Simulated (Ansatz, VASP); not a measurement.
**SiTe2 (rutile type (invented)) in two plane-wave programs**

Aim: how closely do two programs agree when they are given the same cell, functional and k mesh? The cell is generated by rule, not measured, and may not be a known phase. The cell is taken from a series of runs on this material, whose earlier steps may have relaxed, scaled, displaced or heated it; both programs get it as it stands.

Calculated with Ansatz 0.2.0; plane waves, with VASP 6.6.1 beside it; relaxation of cell and atoms at PBE.

### 1. Starting point

It takes space group P4_2/mnm (No. 136, tetragonal). The conventional cell has a = 6.437 Å, b = 6.437 Å, c = 4.113 Å, α = 90.00°, β = 90.00°, γ = 90.00°. Nearest to Si lie 6 Te at 2.74 to 2.75 Å. Nearest to Te lie 3 Si at 2.74 to 2.75 Å. Farther neighbours and most contacts between anions are not listed.

Coordinates:

```
Si Te
1.0
     6.43709    0.00000    0.00000
     0.00000    6.43709    0.00000
     0.00000    0.00000    4.11331
Si Te
2 4
Direct
  0.00000 0.00000 0.00000
  0.50000 0.50000 0.50000
  0.30165 0.30165 0.00000
  0.69835 0.69835 0.00000
  0.80165 0.19835 0.50000
  0.19835 0.80165 0.50000
```

### 2. VASP: relaxation of cell and atoms, PBE

The relaxed volume is the usual yardstick between codes: in a stiff, nearly cubic crystal its relative difference is about their pressure difference at one cell divided by the bulk modulus.

Lines of VASP's logs that name or quote its potential files are left out, and so is its time.

Contents of INCAR:

```
SYSTEM = SiTe2
PREC = Accurate
ENCUT = 500
EDIFF = 1E-07
NELM = 120
ISMEAR = 0
SIGMA = 0.1
LREAL = .FALSE.
ALGO = Normal
GGA = PE
NBANDS = 22
LORBIT = 11
LWAVE = .FALSE.
LCHARG = .FALSE.
ISIF = 3
IBRION = 2
NSW = 80
EDIFFG = -0.005
LASPH = .TRUE.
GGA_COMPAT = .FALSE.
NELMIN = 4
KPAR = 2
```

Contents of POSCAR:

```
SiTe2
1.0
    6.4370930000      0.0000000000      0.0000000000
    0.0000000000      6.4370930000      0.0000000000
    0.0000000000      0.0000000000      4.1133100000
Si Te
2 4
Direct
    0.0000000000      0.0000000777      0.0000000000
    0.5000000000      0.5000000777      0.5000000000
    0.3016521976      0.3016522753      0.0000000000
    0.6983478024      0.6983478800      0.0000000000
    0.8016521976      0.1983478800      0.5000000000
    0.1983478024      0.8016522753      0.5000000000
```

Contents of KPOINTS:

```
Automatic mesh
0
Gamma
6 6 10
0 0 0
```

The projector-augmented-wave data sets are Si and Te (PBE family, release 64).

Command:

```
> mpirun -np 2 vasp_std
```

Numbers of over 12 decimals in the logs are rounded to 6 here.

The log of the run:

```text
[banner, memory and clock lines left out]
running    2 mpi-ranks, on    1 nodes
 distrk:  each k-point on    1 cores,    2 groups
 distr:  one band on    1 cores,    1 groups

 POSCAR found type information on POSCAR SiTe
 POSCAR found :  2 types and       6 ions
 LDA part: xc-table for (Slater+PW92), standard interpolation
 POSCAR, INCAR and KPOINTS ok, starting setup
 FFT: planning ... GRIDC
 FFT: planning ... GRID_SOFT
 FFT: planning ... GRID
 WAVECAR not read
 entering main loop
       N       E                     dE             d eps       ncg     rms          rms(c)
DAV:   1     0.129989042604E+03    0.12999E+03   -0.11462E+04  2640   0.113E+03
DAV:   2    -0.117347105347E+02   -0.14172E+03   -0.13546E+03  3402   0.167E+02
DAV:   3    -0.217086657889E+02   -0.99740E+01   -0.95892E+01  3284   0.466E+01
DAV:   4    -0.219655711949E+02   -0.25691E+00   -0.25595E+00  3456   0.861E+00
DAV:   5    -0.219723613989E+02   -0.67902E-02   -0.67890E-02  3478   0.139E+00    0.112E+01
DAV:   6    -0.219401509762E+02    0.32210E-01   -0.17388E-02  3208   0.756E-01    0.675E+00
DAV:   7    -0.219232584237E+02    0.16893E-01   -0.36477E-02  3066   0.108E+00    0.287E-01
DAV:   8    -0.219236775679E+02   -0.41914E-03   -0.23011E-03  3262   0.257E-01    0.180E-01
DAV:   9    -0.219237489862E+02   -0.71418E-04   -0.16416E-04  3302   0.773E-02    0.763E-02
DAV:  10    -0.219237457001E+02    0.32862E-05   -0.20470E-05  3164   0.250E-02    0.639E-03
DAV:  11    -0.219237453631E+02    0.33698E-06   -0.11272E-06  3332   0.593E-03    0.453E-03
DAV:  12    -0.219237451463E+02    0.21673E-06   -0.43574E-07  3100   0.351E-03    0.159E-03
DAV:  13    -0.219237451238E+02    0.22536E-07   -0.18281E-08  1866   0.776E-04
   1 F= -.21923745E+02 E0= -.21915524E+02  d E =-.219237E+02
[...]
2 F= -.21927802E+02 E0= -.21919179E+02  d E =-.405661E-02
[...]
3 F= -.21930178E+02 E0= -.21920784E+02  d E =-.643292E-02
[...]
4 F= -.21930703E+02 E0= -.21921146E+02  d E =-.525148E-03
[...]
5 F= -.21930703E+02 E0= -.21921148E+02  d E =-.525052E-03
[...]
6 F= -.21931050E+02 E0= -.21921318E+02  d E =-.347382E-03
[...]
7 F= -.21931130E+02 E0= -.21921164E+02  d E =-.426435E-03
 curvature:  -1.49 expect dE=-0.240E-04 dE for cont linesearch -0.117E-04
 ZBRENT: interpolating
 opt :   2.4883  next Energy=   -21.931144 (dE=-0.441E-03)
 bond charge predicted
       N       E                     dE             d eps       ncg     rms          rms(c)
DAV:   1    -0.219311429160E+02   -0.13371E-04   -0.19325E-03  2730   0.208E-01    0.195E-02
DAV:   2    -0.219311467711E+02   -0.38551E-05   -0.10727E-04  3242   0.470E-02    0.899E-03
DAV:   3    -0.219311451240E+02    0.16471E-05   -0.38235E-06  3054   0.105E-02    0.355E-03
DAV:   4    -0.219311451626E+02   -0.38519E-07   -0.75528E-07  3176   0.409E-03
   8 F= -.21931145E+02 E0= -.21921246E+02  d E =-.442068E-03
 curvature:  -1.86 expect dE=-0.201E-05 dE for cont linesearch -0.765E-08
 trial: gam= 0.03393 g(F)=  0.339E-08 g(S)=  0.107E-05 ort =-0.149E-05 (trialstep = 0.156E+01)
 search vector abs. value=  0.160E-05
 reached required accuracy - stopping structural energy minimisation
```

From OUTCAR (step 2):

```text
ion  position               nearest neighbor table
   1  0.000  0.000  0.000-   5 2.74   5 2.74   6 2.74   6 2.74   3 2.75   4 2.75
   2  0.500  0.500  0.500-   4 2.74   4 2.74   3 2.74   3 2.74   6 2.75   5 2.75
   3  0.302  0.302  0.000-   2 2.74   2 2.74   1 2.75   4 3.61
   4  0.698  0.698  0.000-   2 2.74   2 2.74   1 2.75   3 3.61
   5  0.802  0.198  0.500-   1 2.74   1 2.74   2 2.75   6 3.61
   6  0.198  0.802  0.500-   1 2.74   1 2.74   2 2.75   5 3.61

  LATTYP: Found a simple tetragonal cell.
 ALAT       =     6.4370930000
 C/A-ratio  =     0.6390011765

 Subroutine GETGRP returns: Found 16 space group operations
 (whereof  8 operations were pure point group operations)

The static configuration has the point symmetry D_2h.
 The point group associated with its full space group is D_4h.

 Found     60 irreducible k-points:

   k-points           NKPTS =     60   k-points in BZ     NKDIM =     60   number of bands    NBANDS=     22

   dimension x,y,z NGX =    48 NGY =   48 NGZ =   30
   dimension x,y,z NGXF=    96 NGYF=   96 NGZF=   60

   ENCUT  =  500.0 eV  36.75 Ry    6.06 a.u.  11.74 11.74  7.50*2*pi/ulx,y,z

   NELECT =      32.0000    total number of electrons

 k-points in reciprocal lattice and weights: Automatic mesh
   0.00000000  0.00000000  0.00000000       0.003
   0.16666667  0.00000000  0.00000000       0.011
   0.33333333  0.00000000  0.00000000       0.011
   0.50000000  0.00000000  0.00000000       0.006
   0.16666667  0.16666667  0.00000000       0.011
   0.33333333  0.16666667  0.00000000       0.022
   0.50000000  0.16666667  0.00000000       0.011
   0.33333333  0.33333333  0.00000000       0.011
   0.50000000  0.33333333  0.00000000       0.011
[...]
0.50000000  0.33333333  0.50000000       0.011
   0.50000000  0.50000000  0.50000000       0.003

 average (electrostatic) potential at core
       1 -84.4662       2 -84.4662       3 -88.5146       4 -88.5146       5 -88.5146
       6 -88.5146

 E-fermi :   5.9367

 k-point     1 :       0.0000    0.0000    0.0000
  band No.  band energies     occupation
    ...
     10       2.3324      2.00000
     11       4.0736      2.00000
     12       4.4652      2.00000
     13       5.0550      2.00000
     14       5.0550      2.00000
     15       6.0819      0.04003
     16       6.0819      0.04003
     17       6.2214      0.00006
     18       6.9001      0.00000
     19       7.7524      0.00000
    ...

 k-point     2 :       0.1667    0.0000    0.0000
  band No.  band energies     occupation
    ...
     11       3.8320      2.00000
     12       4.2545      2.00000
     13       5.1008      2.00000
     14       5.2034      2.00000
     15       5.8189      1.90408
     16       6.0755      0.04960
     17       6.2567      0.00001
     18       6.6072      0.00000
     19       7.7341      0.00000
     20       8.0214      0.00000
    ...

 k-point     3 :       0.3333    0.0000    0.0000
  band No.  band energies     occupation
    ...
     12       3.9642      2.00000
     13       5.1788      2.00000
     14       5.2184      2.00000
     15       5.3590      2.00000
     16       5.9384      0.98032
     17       6.2906      0.00000
     18       6.3962      0.00000
     19       7.7956      0.00000
     20       8.3815      0.00000
     21       8.7650      0.00000
    ...

  Total       -0.0056421     -0.0056421     -0.0083554      0.0000000      0.0000000      0.0000000
  in kB       -0.0528101     -0.0528101     -0.0782073      0.0000000      0.0000000      0.0000000
  external PRESSURE =      -0.0612758 kB  Pullay stress =       0.0000000 kB

  energy-cutoff  :      500.00
  volume of cell :      171.17
      direct lattice vectors                 reciprocal lattice vectors
     6.499264475 -0.000000000  0.000000000     0.153863565 -0.000000000  0.000000000
     0.000000000  6.499264475  0.000000000     0.000000000  0.153863565  0.000000000
     0.000000000  0.000000000  4.052317235     0.000000000  0.000000000  0.246772388

 POSITION                                       TOTAL-FORCE (eV/Angst)
 -----------------------------------------------------------------------------------
      0.00000      0.00000      0.00000        -0.000000      0.000000      0.000000
      3.24963      3.24963      2.02616        -0.000000      0.000000      0.000000
      1.95769      1.95769      0.00000         0.000094      0.000094      0.000000
      4.54157      4.54157      0.00000        -0.000094     -0.000094      0.000000
      5.20732      1.29194      2.02616         0.000094     -0.000094      0.000000
      1.29194      5.20732      2.02616        -0.000094      0.000094      0.000000
 -----------------------------------------------------------------------------------
    total drift:                               -0.000259     -0.000344     -0.000001

  FREE ENERGIE OF THE ION-ELECTRON SYSTEM (eV)
  ---------------------------------------------------
  free  energy   TOTEN  =       -21.9311451626 eV

  energy  without entropy=      -21.9113470458  energy(sigma->0) =      -21.92124610

 reached required accuracy - stopping structural energy minimisation

 total charge
# of ion       s       p       d       tot
------------------------------------------
    1        0.808   0.681   0.000   1.489
    2        0.808   0.681   0.000   1.489
    3        1.396   1.910   0.039   3.345
    4        1.396   1.910   0.039   3.345
    5        1.396   1.910   0.039   3.345
    6        1.396   1.910   0.039   3.345
--------------------------------------------------
tot          7.201   9.002   0.158  16.360

[... 3 further parts left out ...]
```

The run keeps the 16 symmetry operations of its start, so it cannot find a distortion of lower symmetry.

### 3. Ansatz: relaxation of cell and atoms, PBE

Ansatz runs on its default PAW (the set named soft_2) files.

The same cell, functional, mesh and smearing now go to Ansatz, which takes its cutoff from its data sets.

Contents of input.yaml:

```yaml
crystal:
  lattice:
    - [6.4370931625, 0.0, 0.0]
    - [0.0, 6.4370931625, 0.0]
    - [0.0, 0.0, 4.1133102625]
  atoms:
    - { symbol: Si, position: [0.0, 0.0, 0.0] }
    - { symbol: Si, position: [0.5, 0.5, 0.5] }
    - { symbol: Te, position: [0.301652187, 0.301652187, 0.0] }
    - { symbol: Te, position: [0.698347813, 0.698347813, 0.0] }
    - { symbol: Te, position: [0.801652187, 0.198347813, 0.5] }
    - { symbol: Te, position: [0.198347813, 0.801652187, 0.5] }
kpoints:
  mp_grid: { grid: [6, 6, 10] }
hamiltonian:
  xc: pbe
scf:
  occupations: { method: gaussian, width: 0.1 }
output:
  forces: true
  stress: true
  eigenvalues: true
relax:
  adjacent_minimum: "off"
  f_tol: 0.005
  max_steps: 80
  cell: { stress_tol: 0.05 }
```

Command:

```
> ansatz run input.yaml --threads 4 --pin off --max-ram 9216MiB --backend cpu --events-out ev --progress --plain --runs-dir out
```

The log of the run:

```text
Engine: ansatz 0.2.0, x86_64-unknown-linux-gnu
Pseudopotentials: kind: paw
Pseudopotential: Si, paw, valence charge 4, recommended cutoff 420 eV (normal), Si.paw.azcp
Pseudopotential: Te, paw, valence charge 16, recommended cutoff 420 eV (normal), Te.paw.azcp
Functional definition: PBE
  parameter kappa = 0.804
  parameter beta = 0.066725
  exchange = pbe_x(kappa = kappa, mu = beta*pi^2/3)
  correlation = pbe_c(beta = beta)
Crystal: 6 atoms, lattice volume = 170.440 Å³
Basis set: ecut = 420 eV, 3337 PW (Γ), exchange–correlation on 90×90×60 points (8 copies of the dense FFT grid, shifted against one another)
Bands: 44, of which v1, the nominal top of the filled ones, is band 36 counted from 1 (35 counted from 0)
Symmetry: 16 space group operations
Space group: P42/mnm (ITA 136), of the structure as read, at distance tolerance 5.5e-5 Å
k-points: 60 of 360
Non-local potential: Si, projectors of the file, l = 0: 2, l = 1: 2, l = 2: 2
Non-local potential: Te, projectors of the file, l = 0: 2, l = 1: 2, l = 2: 2, l = 3: 2
PAW form: soft (Blöchl's): semilocal exchange-correlation on the pseudo side does not see the compensation charge
PAW one-centre angular grid: Si, 110 points (default); XC on 64 Gauss nodes
PAW one-centre angular grid: Te, 590 points (default); XC on 64 Gauss nodes
Initial density: superposition of atomic densities (neutral atoms: chi_scale 0, normalization atom), corrected by the library's trained network
Initial wavefunctions: pseudopotential atomic-orbital guess
Functional: x = pbe(κ = 0.804, μ = 0.219515), c = pbe(β = 0.066725)
SCF iter   1: F=—  HF=-29189.958206 eV  |F-HF|=—  |Δ(HF+E_count)|=         —  Δρ=1.67e-3  dr2=3.68e-3  ethr=1.77e-3  ⟨swp⟩=7.7  Hψ=11380  notcnv=0  defer=9
preconditioner: auto → Kerker (q_TF=auto, 2.363 Å⁻¹)  [metal: Δε(μ)=0.014 eV  Ē_g=8.172 eV  σ=0.100 eV  W_gap=0.08  n_scr=38 (ndim 8)  ℏωp=16.1 eV  f_vac=0.000  D(μ)=3.26/eV (n_scr^D=18)]
SCF iter   2: F=—  HF=-29189.958012 eV  |F-HF|=—  |Δ(HF+E_count)|=   1.93e-4  Δρ=1.02e-3  dr2=1.50e-3  ethr=5.11e-6  ⟨swp⟩=2.5  Hψ=5226  notcnv=0  defer=13
SCF iter   3: F=—  HF=-29189.958605 eV  |F-HF|=—  |Δ(HF+E_count)|=   5.93e-4  Δρ=3.14e-4  dr2=1.72e-4  ethr=2.09e-6  ⟨swp⟩=2.0  Hψ=3462  notcnv=0  defer=13
SCF iter   4: F=—  HF=-29189.958627 eV  |F-HF|=—  |Δ(HF+E_count)|=   2.21e-5  Δρ=9.56e-5  dr2=1.57e-5  ethr=2.39e-7  ⟨swp⟩=2.0  Hψ=3473  notcnv=0  defer=13
SCF iter   5: F=—  HF=-29189.958632 eV  |F-HF|=—  |Δ(HF+E_count)|=   4.64e-6  Δρ=2.21e-5  dr2=1.13e-6  ethr=2.18e-8  ⟨swp⟩=2.0  Hψ=4665  notcnv=0  defer=13
SCF iter   6: F=—  HF=-29189.958633 eV  |F-HF|=—  |Δ(HF+E_count)|=   6.91e-7  Δρ=6.72e-6  dr2=1.90e-7  ethr=1.57e-9  ⟨swp⟩=2.0  Hψ=3440  notcnv=0  defer=13
SCF iter   7: F=-29189.958633 eV  HF=-29189.958633 eV  |F-HF|=2.31e-8  |Δ(HF+E_count)|=   1.74e-8  Δρ=3.79e-6  dr2=3.58e-8  ethr=1.39e-10  ⟨swp⟩=9.8  Hψ=10712  notcnv=0
SCF 1 converged in 7 iterations: F = -29189.958633 eV  dr2 = 3.58e-8
  greatest PAW one-centre occupation: 0.998 electrons in one spin orbital (limit 2), on the Te atom at site 5 (counted from 0), in its partial waves of l = 2
relax step   1: F+E_penalty+E_count = -29189.95863255 eV  Δ(F+E_penalty+E_count) = +0.000e0 eV  max|allowed force component| = 2.223e-2 eV/Å  Δτ_max = 0.0000 Å  P = +0.096 GPa  Ω = 170.440 Å³  (7 SCF iters, dr2 threshold 1.00e-7 eV, accepted)
[...]
relax step   4: F+E_penalty+E_count = -29189.96614614 eV  Δ(F+E_penalty+E_count) = -8.184e-4 eV  max|allowed force component| = 1.833e-3 eV/Å  Δτ_max = 0.0040 Å  P = -0.005 GPa  Ω = 171.094 Å³  energy of the carried Pulay correction = -1.031e-4 eV  (9 SCF iters, accepted)
[...]
relax step   5: F+E_penalty+E_count = -29189.96619628 eV  Δ(F+E_penalty+E_count) = -5.013e-5 eV  max|allowed force component| = 5.104e-5 eV/Å  Δτ_max = 0.0004 Å  P = +0.007 GPa  Ω = 171.082 Å³  energy of the carried Pulay correction = -1.012e-4 eV  (5 SCF iters, dr2 threshold 6.43e-9 eV, accepted)
[...]
relax step   6: F+E_penalty+E_count = -29189.96630173 eV  Δ(F+E_penalty+E_count) = -1.055e-4 eV  max|allowed force component| = 1.496e-5 eV/Å  Δτ_max = 0.0000 Å  P = +0.007 GPa  Ω = 171.082 Å³  stress off target by 7.92e-3 GPa  SCF on the basis re-selected at this cell (its energy is not comparable with the rows above)  (5 SCF iters)
basis re-selected at this cell: Δ(F+E_penalty+E_count) = -1.055e-4 eV, ΔP = -0.000 GPa vs the last step (what re-selecting the basis moved, of the pressure what is left beyond the Pulay correction that the steps carried, after the strain that the cell walked since its last selection, with what the two solves' SCF thresholds leave and, on support functions, any second-order correction that the steps lacked; it is no m [...]
SCF converged after 5 iterations
Free energy (F): -29189.966302 eV
Harris-Foulkes:  -29189.966302 eV  (|F-HF|=2.18e-11)
Internal energy: -29189.946518 eV  (E = F + TS)
E sigma→0 (E₀):  -29189.956410 eV
Entropy (-TS):   -0.019784 eV (-3.297 meV/atom)
Fermi energy:    8.268581 eV
--- Per-component energies (eV) ---
  E_band       = -1043.503122
  E_kinetic    = 800.486711
  E_local      = -5295.569653  (includes V_loc(G=0)·N_el)
  E_nonlocal   = -1191.119722
  E_hartree    = 3337.740426
  E_xc         = -606.167416
  E_vxc        = -508.276854  (∫ρ·V_xc dr)
  E_paw        = -19674.073608  (= ΣΔE_a)
  E_vpaw       = -1524.503799  (= ΣTr[D̂ρ^β])
  E_aug_tail   = -0.000775  (compensation charges beyond the density's cutoff)
  E_ewald      = -6561.242481
  E_smearing   = -0.019784  (= −TS)
  E_closure    = -0.000000  (closes the sum)
  Σ components = -29189.966302   (vs F -29189.966302, Δ=0.00e0)
--- Forces (eV/Å), atoms counted from 1 ---
  atom   1  Si     0.00000000     0.00000000     0.00000000
  atom   2  Si     0.00000000    -0.00000000     0.00000000
  atom   3  Te     0.00001496     0.00001496     0.00000000
  atom   4  Te    -0.00001496    -0.00001496     0.00000000
  atom   5  Te     0.00001496    -0.00001496     0.00000000
  atom   6  Te    -0.00001496     0.00001496     0.00000000
  max |Σ_I F_I| component: 8.67e-19 eV/Å
--- Stress (GPa, compression-positive) ---
        0.007918       0.000000       0.000000
        0.000000       0.007918       0.000000
        0.000000       0.000000       0.003849
  P = ⅓ Tr σ = 0.0066 GPa (0.066 kbar)
--- Band table (eV; the first three rows and the last of 60) ---
  k-point 0: bands = [... 32 lower, 7.3846, 7.3846, 8.4131, 8.4131, 8.5546, 9.2345, 10.0906, 10.0906, ... 4 higher]
  k-point 1: bands = [... 32 lower, 6.7096, 7.8298, 8.4652, 8.4652, 9.0856, 9.1070, 10.5401, 10.5401, ... 4 higher]
  k-point 2: bands = [... 32 lower, 5.6672, 8.1653, 8.1653, 8.3443, 8.6438, 10.1458, 10.9528, 11.2673, ... 4 higher]
  k-point 59: bands = [... 32 lower, 7.2705, 7.2705, 7.6692, 7.6692, 8.0401, 8.0401, 11.5073, 11.5073, ... 4 higher]
--- Relaxed structure (5 steps of the walk, 4 accepted, 1 SCFs on fresh bases) ---
  F+E_penalty+E_count = -29189.96630173 eV   max|allowed force component| = 1.496e-5 eV/Å   (the final SCF, on the basis selected at the relaxed cell)
  cell:  # Å, volume = 171.0816 Å³
    - [6.498821, 0.0, 0.0]
    - [0, 6.498821, 0.0]
    - [0.0, 0.0, 4.050738]
  atoms:
    - { symbol: Si, position: [0, 0, 0.0] }
    - { symbol: Si, position: [0.5, 0.5, 0.5] }
    - { symbol: Te, position: [0.301242, 0.301242, 0.0] }
    - { symbol: Te, position: [0.698758, 0.698758, 0.0] }
    - { symbol: Te, position: [0.801242, 0.198758, 0.5] }
    - { symbol: Te, position: [0.198758, 0.801242, 0.5] }
```

### 4. Side by side

Known differences besides the potentials themselves: the data sets hold 72 valence electrons in Ansatz (on its default PAW (the set named soft_2) files) and 32 in VASP; the cutoff is 420 eV in Ansatz and 500 eV in VASP; Ansatz adds a Pulay correction to the stress that steers its cell, VASP none. Total energies have different zeros and are not compared.

Both answers:

| quantity | Ansatz | VASP | difference |
| --- | --- | --- | --- |
| volume (Å³) | 171.08 | 171.17 | -0.05 % |
| edge a after relaxation, in the typed setting (Å) | 6.499 | 6.499 | -0.01 % |
| edge c after relaxation, in the typed setting (Å) | 4.051 | 4.052 | -0.04 % |

### 5. What came out

```
difference in volume (relaxation of cell and atoms, PBE) : -0.053 %
```

In words: The difference in volume is -0.053 % (relaxation of cell and atoms, PBE), within the 1.2 % picked in this series as the mark of a large difference, as far as the stopping tolerances let one tell. The data sets hold unlike numbers of valence electrons (72 in Ansatz and 32 in VASP), so part of the differences comes from the potentials. 1 further run of this series is not shown here. How closely two codes agree says nothing of how well the functional describes the real material.

[Lines on the potential files, build, host, timing and source positions are cut from VASP's logs without a mark.]

[Logs are printed without paths, hosts, clocks, repeated set-up lines and the standing remarks that a program may print on its own settings, such as how far it seeks lower states.]

[Hosts, paths, dates, database ids (printed as entryN), source tags and the programs' standing remarks are cut or masked in the printed files.]
